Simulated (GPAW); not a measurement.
**KBr in GPAW: convergence with convergence criteria**

Input of the first run (convergence criteria density=0.001 energy=0.01 eigenstates=0.0001); the others differ in this setting and in those tied to it:

run.py

```python
from ase.dft.bandgap import bandgap
from ase.io import read, write
from ase.units import GPa
from gpaw import GPAW, PW

atoms = read('POSCAR')

calc = GPAW(mode=PW(600),
            xc='PBE',
            kpts={'size': (7, 7, 7), 'gamma': True},
            occupations={'name': 'fermi-dirac', 'width': 0.05},
            nbands=16,
            convergence={'density': 0.001, 'energy': 0.01, 'eigenstates': 0.0001},
            maxiter=100,
            txt='gpaw.txt')
atoms.calc = calc
energy = atoms.get_potential_energy()
forces = atoms.get_forces()
stress = atoms.get_stress()
calc.write('gs.gpw')
write('result.traj', atoms)
print(f'Energy: {energy:.6f} eV')
print('Forces (eV/A):')
print(forces.round(4))
print('Stress (GPa):', (stress / GPa).round(3))
print('Fermi level:', round(calc.get_fermi_level(), 4), 'eV')
print(f'Gap: {bandgap(calc)[0]:.4f} eV, direct: {bandgap(calc, direct=True)[0]:.4f} eV')
```

File POSCAR:

```
KBr
1.0
    0.0000000000      3.3000000000      3.3000000000
    3.3000000000      0.0000000000      3.3000000000
    3.3000000000      3.3000000000      0.0000000000
Br K
1 1
Direct
    0.5000000000      0.5000000000      0.5000000000
    0.0000000000      0.0000000000      0.0000000000
```

Potentials or basis: GPAW PAW data sets (gpaw-data 1.2.1), pw.

The run is started by

```bash
$ OMP_NUM_THREADS=1 python run.py
```

Hardware: 1 thread of Arm Neoverse V1, with other jobs on the host.

```tsv
convergence criteria	energy less the tightest run, at zero smearing (meV/atom)	SCF cycles	CPU time (s)	peak memory (GiB)
density=0.001 energy=0.01 eigenstates=0.0001	0.00	7	12	0.16
default	0.00	9	16	0.17
density=1e-05 energy=1e-05	0.00	9	17	0.17
density=1e-05 forces=0.0001	0.00	10	18	0.17
density=1e-06 energy=1e-06 eigenstates=1e-10	0.00	11	20	0.17
```

Against the tightest run, the energy stays within 1 meV/atom from density=0.001 energy=0.01 eigenstates=0.0001 on. The tightest run that finished is the yardstick and may itself not be fully converged.

Caveat, for the tightest run too: an odd mesh through Γ misses points on the zone boundary, where band edges often lie.
